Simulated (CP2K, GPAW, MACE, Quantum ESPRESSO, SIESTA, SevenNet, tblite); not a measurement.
# GPAW runs on random fluorite-type (Ti, Sn, Zr)O2 solid solution (96 atoms)

How do the settings of GPAW change the result for random fluorite-type (Ti, Sn, Zr)O2 solid solution (96 atoms)? A plane-wave run serves as the yardstick.

Main program and level: GPAW 26.7.0; the method is named at each step.

## Step 1: The starting structure

The cell holds 96 atoms: 12 Zr, 64 O, 12 Ti and 8 Sn. Its edges and angles: a = 9.966 Å, b = 9.966 Å, c = 9.966 Å, α = 90.0°, β = 90.0°, γ = 90.0°. Fluorite-type lattice (a = 4.983 Å, the mean of the end members), 2 x 2 x 2 cells, metal sites filled at random with 12 Ti, 8 Sn, 12 Zr; every coordinate displaced by a Gaussian of 0.05 Å. Then every atom was moved at random, 0.03 Å r.m.s. a Cartesian component.

The yardstick, on the same geometry:

```
method                                           : Kohn-Sham DFT, PBE, SSSP efficiency 1.3.0 pseudopotentials, plane waves (Quantum ESPRESSO 7.5); sssp-pbe-1.3.0-efficiency, cutoffs 60/480 Ry, Γ point
r.m.s. force component                           : 1.104 eV/Å
longest force                                    : 3.828 eV/Å
pressure                                         : 9.851 GPa
gap (highest filled to lowest empty level) : 0.9189 eV
time                                             : 26 min on 1 thread of Arm Neoverse V1, shared host
CPU time                                         : 26 min
```

## Step 2: PBE, LCAO dzp, h 0.18 Å

Method: Kohn-Sham DFT, PBE, PAW, atomic orbitals (dzp).

Contents of run.py:

```python
import numpy as np
from ase.io import read
from gpaw import GPAW, FermiDirac
from ase.parallel import parprint as print

atoms = read("structure.xyz")
atoms.calc = GPAW(
    mode="lcao",
    basis="dzp",
    h=0.18,
    xc="PBE",
    kpts={"size": (1, 1, 1), "gamma": True},
    occupations=FermiDirac(0.05),
    maxiter=200,
    symmetry={"point_group": False},
    txt="gpaw.txt",
)
energy = atoms.get_potential_energy(force_consistent=True)
forces = atoms.get_forces()
print(f"energy {energy:.6f} eV")
print("forces (eV/A)")
for i, (a, f) in enumerate(zip(atoms, forces)):
    print(f"{i:4d} {a.symbol:2s} {f[0]:10.5f} {f[1]:10.5f} {f[2]:10.5f}")
print(f"Fermi level {atoms.calc.get_fermi_level():.4f} eV")
for k in range(len(atoms.calc.get_ibz_k_points())):
    for s in range(atoms.calc.get_number_of_spins()):
        e = atoms.calc.get_eigenvalues(kpt=k, spin=s)
        n = np.searchsorted(e, atoms.calc.get_fermi_level())
        print(f"k {k} spin {s} levels about the Fermi level:", np.round(e[max(n - 6, 0):n], 4).tolist(), "|", np.round(e[n:n + 6], 4).tolist())
```

Contents of structure.xyz:

```xyz
96
Lattice="9.96600 0.00000 0.00000 0.00000 9.96600 0.00000 0.00000 0.00000 9.96600" Properties=species:S:1:pos:R:3 pbc="T T T"
Zr 9.93192 0.06009 0.05441
O 1.23947 1.20967 1.17051
O 3.62055 3.77163 3.66380
Ti 0.01306 2.48662 2.48233
O 1.25342 3.67446 3.69121
O 3.68323 1.23060 1.21346
Zr 2.42323 0.03139 2.43519
O 3.75110 1.13852 3.71722
O 1.27575 3.76555 1.29817
Sn 2.44805 2.49090 9.94158
O 3.77771 3.70915 1.31272
O 1.17380 1.29100 3.73007
Zr 0.05661 0.04335 4.96078
O 1.25532 1.23269 6.19287
O 3.71453 3.61716 8.74277
Ti 9.93421 2.44914 7.42337
O 1.15516 3.69440 8.65527
O 3.76366 1.22691 6.20782
Ti 2.52259 0.00209 7.38281
O 3.75678 1.25143 8.67451
O 1.25402 3.81618 6.16576
Zr 2.42941 2.52479 5.03672
O 3.70536 3.74492 6.13617
O 1.27316 1.19313 8.71407
Ti 0.02392 5.00034 9.94627
O 1.21087 6.24161 1.30465
O 3.82067 8.72155 3.67755
Sn 0.03757 7.50729 2.44516
O 1.18884 8.66045 3.66998
O 3.74801 6.14314 1.23140
Ti 2.57232 5.02137 2.40958
O 3.69001 6.26204 3.64506
O 1.27316 8.65338 1.35069
Zr 2.52399 7.52682 9.94308
O 3.69270 8.77307 1.20648
O 1.25123 6.13876 3.71064
Zr 0.07554 5.03193 4.94652
O 1.27236 6.22317 6.20493
O 3.67327 8.80396 8.68328
Ti 9.86255 7.43533 7.50510
O 1.22422 8.60345 8.66623
O 3.73296 6.14175 6.33738
Zr 2.53954 4.95510 7.47370
O 3.73855 6.19138 8.68358
O 1.23289 8.60923 6.30908
Ti 2.45084 7.47450 4.90696
O 3.77731 8.68078 6.14583
O 1.16353 6.19168 8.69464
Sn 4.95569 0.01734 9.95853
O 6.25765 1.15745 1.29877
O 8.76031 3.82794 3.69081
Ti 4.93975 2.55558 2.48323
O 6.22975 3.72479 3.68553
O 8.72802 1.26807 1.19233
Zr 7.48736 9.87003 2.56326
O 8.64620 1.25273 3.79894
[... 36 atom lines left out ...]
O 6.27439 8.74227 6.25337
Sn 7.44400 7.39358 5.07110
O 8.77337 8.71816 6.18301
O 6.20254 6.18879 8.85240
```

Run with:

```
$ OMP_NUM_THREADS=1 mpirun -np 2 gpaw python run.py > output.txt
```

Output:

```text
energy -730.688695 eV
forces (eV/A)
   0 Zr   -0.26714   -1.30452   -2.32999
   1 O    -0.24194    1.30367    1.69591
   2 O     2.03615    0.29978    0.60410
   3 Ti   -0.30853    1.48754    0.07683
   4 O    -0.64483   -0.25654   -0.74339
   5 O     0.60584    1.39499   -0.03729
   6 Zr    1.57265    0.26303    1.14461
   7 O    -1.58201    1.95285   -0.38629
   8 O    -0.79193   -0.03021   -0.64291
   9 Sn    0.01230    0.16786   -0.05362
  10 O     0.09518    0.56209   -0.28305
  11 O    -0.25576   -0.31081   -1.41460
  12 Zr   -1.03895   -1.88343    0.48334
  13 O     0.13012   -0.04869    1.40109
  14 O     0.84412    0.85636   -0.56071
  15 Ti   -0.83709    0.95324    1.69361
  16 O    -0.51571   -0.55403    0.87197
  17 O    -0.44307    0.34747    1.90498
  18 Ti   -1.26438   -0.85426    1.38555
  19 O     0.61616   -0.07970   -1.59539
  20 O    -0.28043   -1.78730    0.96806
  21 Zr    0.53023    0.33325   -1.96963
  22 O     2.48360   -0.63775    0.25026
  23 O     0.85614   -0.14966   -1.94003
[...]
88 O    -0.11886   -1.18187   -0.10889
  89 O    -0.46541    0.05464    0.61517
  90 Ti    1.49762   -1.71914    0.87671
  91 O    -0.04812    0.25394   -0.71029
  92 O    -0.74277   -1.03956   -1.05785
  93 Sn    1.84280    1.36799   -2.14760
  94 O    -0.57229   -0.77143    0.06476
  95 O    -0.89115   -1.20647   -2.59903
Fermi level 8.8313 eV
k 0 spin 0 levels about the Fermi level: [8.1305, 8.1872, 8.2089, 8.3101, 8.3473, 8.3952] | [9.2509, 9.3663, 9.4017, 9.4615, 9.6127, 9.6282]
```

gpaw.txt:

```text
Input parameters:
  mode=LCAO(),
  basis={'default': 'dzp'},
  h=0.18,
  kpts=MonkhorstPack(size=(1, 1, 1), gamma=True),
  maxiter=200,
  occupations=Occupations(name='fermi-dirac', width=0.05, fixmagmom=False),
  symmetry=Symmetry(point_group=False),
  xc=XC(name='PBE')
Unit cell  # Å
| periodic |        x |        y |        z |  lengths |    angles |
|----------|----------|----------|----------|----------|-----------|
|      yes | 9.966000 | 0.000000 | 0.000000 | 9.966000 | 90.000000 |
|      yes | 0.000000 | 9.966000 | 0.000000 | 9.966000 | 90.000000 |
|      yes | 0.000000 | 0.000000 | 9.966000 | 9.966000 | 90.000000 |
Number of symmetries: 1
Symmetry operations  # r_c * U_cc + t_c -> r_c
|   | kind |            matrix            |
|---|------|------------------------------|
| 0 |  E   |  1, 0, 0,  0, 1, 0,  0, 0, 1 |
BZ-sampling:
  Number of BZ points: 1
  Number of IBZ points: 1
  Monkhorst-Pack size: [1, 1, 1]
  Monkhorst-Pack shift: [0, 0, 0]
[... lines left out ...]
      Number of RI-basis functions 0
Reference energy: -2928111.119932  # eV
eigensolver:
density mixing:
  MSR1-Mixer
occupation numbers:
  Fermi-Dirac:
    width: 0.0500  # eV
FastPoissonSolver using
    Stencil: 6*3+1=19 point O(h^6) finite-difference Laplacian
xc functional:
  name: PBE with 2 nearest neighbor stencil
interpolation: tri-quintic # 5. degree polynomial
Initialization done in: 13.095 s
convergence criteria:
- Maximum [total energy] change in last 3 cyles: 0.0005 eV / valence electron
- Maximum integral of absolute [dens]ity change: 0.0001 electrons / valence electron
- Maximum integral of absolute [eigenst]ate change: 4e-08 eV^2 / valence electron
maximum number of iterations: 200
SCF iterations
|iter     |      energy | eigst |  dens |
|---------|-------------|-------|-------|
|iter:   1| -837.217455 |      c|       |
|iter:   2| -804.510610 |      c| -0.88 |
|iter:   3| -754.504802 |      c| -0.94 |
|iter:   4| -809.484308 |      c| -1.10 |
[...]
|iter:  11| -731.091799 |      c| -2.09 |
|iter:  12| -730.858945 |      c| -2.35 |
|iter:  13| -730.758995c|      c| -2.61 |
|iter:  14| -730.716971c|      c| -2.86 |
|iter:  15| -730.692638c|      c| -3.09 |
|iter:  16| -730.689302c|      c| -3.22 |
|iter:  17| -730.688878c|      c| -3.44 |
|iter:  18| -730.688472c|      c| -3.71 |
|iter:  19| -730.688430c|      c| -4.21c|
Converged in 19 steps
SCF loop duration: 505.617 s (26.611 s/step)
Energy contributions relative to reference atoms: (reference = -2928111.119932)
Energy contributions:
  Kinetic:        1113.244998
  Coulomb:       -1090.829592
  Zero:             12.909046
  External:          0.000000
  Xc:             -766.012617
  Entropy:          -0.000529
  Spinorbit:         0.000000
  ----------------------------
  Free energy:    -730.688695
  Extrapolated:   -730.688430
dipole moment: (-68.144456, -139.655518, 65.729276)  # |e|*Ang
Fermi level: 8.831
Eigenvalues  # (at kpt = [0.000, 0.000, 0.000])
| band index |      eig [eV] | occ [0-2] |
|------------|---------------|-----------|
|          0 |       -50.092 |     2.000 |
|        ... |               |           |
|        384 |         8.079 |     2.000 |
|        385 |         8.101 |     2.000 |
[...]
|        399 |         9.716 |     0.000 |
|        ... |               |           |
|        474 |        12.986 |     0.000 |
Gap: 0.856 eV
Transition (v -> c):
  (s=0, k=0, n=391, [0.00, 0.00, 0.00]) -> (s=0, k=0, n=392, [0.00, 0.00, 0.00])
No difference between direct/indirect transitions
Force computation time: 67.590  # s
```

Run time: 9.8 min. Hardware: 2 MPI ranks of Arm Neoverse V1, shared host; peak memory 2.8 GiB.

Banners, paths, timers and routine set-up lines are dropped from the logs unmarked, and long logs keep their key lines alone; longer cuts are marked.

Against the reference:

* r.m.s. force component: 1.17 eV/Å
* r.m.s. difference of force components: 98.43 meV/Å
* longest difference of force vectors: 402 meV/Å
* force difference over r.m.s. force: 8.917 %
* slope of forces against the reference's: 1.058
* correlation of force components: 0.998
* gap (highest filled to lowest empty level): 0.8557 eV
* gap difference: -0.0632 eV

Length of the force difference by element (eV/Å):

| element | atoms | mean | most |
| --- | --- | --- | --- |
| O | 64 | 0.13 | 0.29 |
| Sn | 8 | 0.19 | 0.40 |
| Ti | 12 | 0.14 | 0.21 |
| Zr | 12 | 0.26 | 0.37 |

Levels nearest the highest filled one (eV from it): -0.26, -0.21, -0.19, -0.09, -0.05, 0.00, 0.86, 0.97, 1.01, 1.07, 1.22, 1.23.

Local excerpt of 11 atoms (numbers count through the whole input) about O57, picked at random; x, y, z are measured from there.

| atom | x | y | z | distance (Å) | bonds | Fx | Fy | Fz (eV/Å) |
| --- | --- | --- | --- | --- | --- | --- | --- | --- |
| O57 | 0.00 | 0.00 | 0.00 | 0.00 | 4 | -2.77 | 0.54 | 0.93 |
| Sn58 | 1.16 | -1.18 | -1.17 | 2.03 | 8 | 1.30 | -0.37 | -0.56 |
| Ti73 | -1.24 | 1.30 | -1.16 | 2.14 | 8 | 0.34 | -0.64 | 0.15 |
| Ti52 | -1.31 | -1.13 | 1.28 | 2.15 | 8 | 0.68 | -1.16 | 0.19 |
| Zr79 | 1.25 | 1.30 | 1.34 | 2.25 | 8 | 1.10 | -1.20 | -1.86 |
| O59 | 2.33 | 0.08 | 0.00 | 2.34 | 4 | 2.76 | -0.94 | -0.69 |
| O65 | -0.07 | 0.05 | -2.44 | 2.44 | 4 | -0.74 | 0.25 | -0.84 |
| O11 | -2.47 | 0.02 | 0.11 | 2.48 | 4 | 0.10 | 0.56 | -0.28 |
| O53 | -0.02 | 0.04 | 2.48 | 2.48 | 4 | -1.97 | -0.61 | 1.35 |
| O74 | -0.06 | 2.50 | 0.00 | 2.50 | 4 | -0.78 | -0.56 | 0.33 |
| O50 | 0.01 | -2.53 | 0.10 | 2.53 | 4 | -1.06 | 1.92 | 0.42 |

Atoms are counted from 1 here, from 0 in the log.

Forces lie 8.9 % from the reference's, at 0.75 times its CPU time (on 2 against 1 cores).

## Step 3: PBE, grid h 0.24 Å

Method: Kohn-Sham DFT, PBE, PAW, finite differences on a real-space grid.

Edit run.py of step 2 so:

```diff
@@ -7,5 +7,4 @@
 atoms.calc = GPAW(
-    mode="lcao",
-    basis="dzp",
-    h=0.18,
+    mode="fd",
+    h=0.24,
     xc="PBE",
@@ -15,2 +14,3 @@
     symmetry={"point_group": False},
+    nbands=460,
     txt="gpaw.txt",
```

structure.xyz is that of step 2.

Output:

```text
energy -811.924282 eV
forces (eV/A)
   0 Zr   -0.41853   -1.04323   -2.03442
   1 O    -0.24632    1.00757    2.14715
   2 O     2.15520    0.47853    1.06826
   3 Ti   -0.20127    1.47572    0.17164
   4 O    -0.55804    0.09702   -0.52544
   5 O     0.78011    1.10229   -0.27691
   6 Zr    1.49725    0.14653    0.85041
   7 O    -1.44113    2.09183   -0.46769
   8 O    -0.53756    0.04841   -0.97633
   9 Sn    0.05470    0.05430   -0.11423
  10 O     0.13694    0.31064   -0.75085
  11 O     0.25637   -0.40805   -1.35848
  12 Zr   -0.95995   -1.66727    0.44692
  13 O     0.20459   -0.13382    1.12219
  14 O     0.45278    0.83912   -0.40204
  15 Ti   -1.11960    0.65192    1.45648
  16 O     0.19079   -0.63880    1.26236
  17 O    -0.23557    0.05528    1.58777
  18 Ti   -0.84564   -0.79775    1.23122
  19 O     0.80676   -0.03590   -1.36578
  20 O     0.02331   -2.32422    1.18851
  21 Zr    0.35305    0.47337   -1.79527
  22 O     2.08531   -0.55635    0.75588
  23 O     0.98566    0.14285   -1.77738
[...]
88 O    -0.06485   -1.29442   -0.33565
  89 O    -0.40363    0.06882    0.42398
  90 Ti    1.45383   -1.88261    0.77063
  91 O    -0.16363    0.42093   -0.63946
  92 O    -0.81695   -0.88867   -0.72896
  93 Sn    1.71077    1.17333   -1.86564
  94 O    -0.82401   -0.79205    0.03835
  95 O    -0.83974   -0.93393   -2.16695
Fermi level 8.7044 eV
k 0 spin 0 levels about the Fermi level: [7.9587, 8.0253, 8.0474, 8.1491, 8.1889, 8.2432] | [9.1538, 9.259, 9.2912, 9.3504, 9.5161, 9.5217]
```

gpaw.txt:

```text
Input parameters:
  mode=FD(),
  h=0.24,
  kpts=MonkhorstPack(size=(1, 1, 1), gamma=True),
  maxiter=200,
  nbands=460,
  occupations=Occupations(name='fermi-dirac', width=0.05, fixmagmom=False),
  symmetry=Symmetry(point_group=False),
  xc=XC(name='PBE')
Diagonalizing LCAO Hamiltonian
Converting LCAO to fd mode
       .-----------------------.
      /|    Zr                 |
[... lines left out ...]
  Converge bands: occupied
[... lines left out ...]
  Fermi-Dirac:
[... lines left out ...]
convergence criteria:
- Maximum [total energy] change in last 3 cyles: 0.0005 eV / valence electron
[... lines left out ...]
Converged in 33 steps
[... lines left out ...]
  Coulomb:       -1270.272683
  Zero:             83.106034
  External:          0.000000
  Xc:             -782.785314
  Entropy:          -0.000320
  Spinorbit:         0.000000
  ----------------------------
  Free energy:    -811.924282
  Extrapolated:   -811.924122
dipole moment: (-68.157733, -139.682756, 65.779406)  # |e|*Ang
Fermi level: 8.704
Eigenvalues  # (at kpt = [0.000, 0.000, 0.000])
| band index |      eig [eV] | occ [0-2] |
|------------|---------------|-----------|
|          0 |       -50.141 |     2.000 |
|        ... |               |           |
|        384 |         7.920 |     2.000 |
|        385 |         7.946 |     2.000 |
[...]
|        399 |         9.615 |     0.000 |
|        ... |               |           |
|        459 |        12.707 |     0.000 |
Gap: 0.911 eV
Transition (v -> c):
  (s=0, k=0, n=391, [0.00, 0.00, 0.00]) -> (s=0, k=0, n=392, [0.00, 0.00, 0.00])
No difference between direct/indirect transitions
Force computation time: 7.826  # s
```

The job ended after 8.3 min (2 MPI ranks; peak memory 1.6 GiB).

Against the reference:

* r.m.s. force component: 1.154 eV/Å
* r.m.s. difference of force components: 234.3 meV/Å
* longest difference of force vectors: 775.2 meV/Å
* force difference over r.m.s. force: 21.23 %
* slope of forces against the reference's: 1.024
* correlation of force components: 0.9796
* gap (highest filled to lowest empty level): 0.9106 eV
* gap difference: -0.0083 eV

This is a coarse setting, run to see what it loses.

Against the first run (8.9 %), the force difference from the reference is 21 %, at 0.84 times the CPU time (33 SCF steps against 19).

The forces add up to 3.8 eV/Å instead of zero, usually a sign of too coarse a grid.

## Step 4: PBE, LCAO sz(dzp), h 0.18 Å

Method: Kohn-Sham DFT, PBE, PAW, atomic orbitals (sz(dzp)).

Edit run.py of step 3 so:

```diff
@@ -3,3 +3,2 @@
 from gpaw import GPAW, FermiDirac
-from ase.parallel import parprint as print
 
@@ -7,4 +6,5 @@
 atoms.calc = GPAW(
-    mode="fd",
-    h=0.24,
+    mode="lcao",
+    basis="sz(dzp)",
+    h=0.18,
     xc="PBE",
@@ -14,3 +14,2 @@
     symmetry={"point_group": False},
-    nbands=460,
     txt="gpaw.txt",
```

structure.xyz is that of step 3.

Run with:

```
$ OMP_NUM_THREADS=1 python run.py > output.txt
```

Output:

```text
energy -690.930513 eV
forces (eV/A)
   0 Zr   -0.19954   -1.48921   -2.66561
   1 O    -0.22984    1.41817    1.79218
   2 O     2.10205    0.31750    0.63890
   3 Ti   -0.32663    1.61684   -0.04082
   4 O    -0.69784   -0.22833   -0.84490
   5 O     0.71616    1.52999   -0.06180
[...]
93 Sn    1.99521    1.47834   -2.39471
  94 O    -0.58354   -0.80720    0.12251
  95 O    -0.93149   -1.36284   -2.79519
Fermi level 9.3707 eV
k 0 spin 0 levels about the Fermi level: [8.7669, 8.8254, 8.8534, 8.9811, 8.9999, 9.0451] | [9.6744, 9.8028, 9.8569, 9.9108, 10.02, 10.0762]
```

gpaw.txt:

```text
Input parameters:
  mode=LCAO(),
  basis={'default': 'sz(dzp)'},
  h=0.18,
  kpts=MonkhorstPack(size=(1, 1, 1), gamma=True),
  maxiter=200,
  occupations=Occupations(name='fermi-dirac', width=0.05, fixmagmom=False),
[... lines left out ...]
  Fermi-Dirac:
[... lines left out ...]
convergence criteria:
- Maximum [total energy] change in last 3 cyles: 0.0005 eV / valence electron
[... lines left out ...]
Converged in 16 steps
[... lines left out ...]
  Free energy:    -690.930513
[... lines left out ...]
Fermi level: 9.371
[... lines left out ...]
|        ... |               |           |
|        474 |        13.514 |     0.000 |
Gap: 0.629 eV
Transition (v -> c):
  (s=0, k=0, n=391, [0.00, 0.00, 0.00]) -> (s=0, k=0, n=392, [0.00, 0.00, 0.00])
No difference between direct/indirect transitions
Force computation time: 36.280  # s
timing:  # [seconds]
  Total:  277.570  # ━━━━━━━━━━━━━━━━━━━━━━━━━━━━━━━━━━━━━━━━━━━━━━━━━━━━━━━━
  Init:    13.128  # ━━╸
  SCF:    228.121  # ━━━━━━━━━━━━━━━━━━━━━━━━━━━━━━━━━━━━━━━━━━━━━━
  Forces:  36.281  # ━━━━━━━╸
```

Wall time 4.7 min (1 thread); peak memory 1.7 GiB.

Compared with the plane-wave run:

- r.m.s. force component: 1.268 eV/Å
- r.m.s. difference of force components: 207.5 meV/Å
- longest difference of force vectors: 797.9 meV/Å
- force difference over r.m.s. force: 18.8 %
- slope of forces against the reference's: 1.142
- correlation of force components: 0.9943
- gap (highest filled to lowest empty level): 0.6293 eV
- gap difference: -0.2896 eV

This is a coarse setting, run to see what it loses.

Against the first run (8.9 %), the force difference from the reference is 19 %, at 0.24 times the CPU time (on 1 against 2 cores), with 640 basis functions against 1712: the smaller basis costs accuracy.

[end of part 1 of 2]

[Also dropped from logs without a mark: logging warnings of Python, and SIESTA's first energy breakdown and zero terms.]

[Logs are printed without paths, hosts, clocks, repeated set-up lines and the standing remarks that a program may print on its own settings, such as how far it seeks lower states.]

[Hosts, paths, dates, database ids (printed as entryN), source tags and the programs' standing remarks are cut or masked in the printed files.]
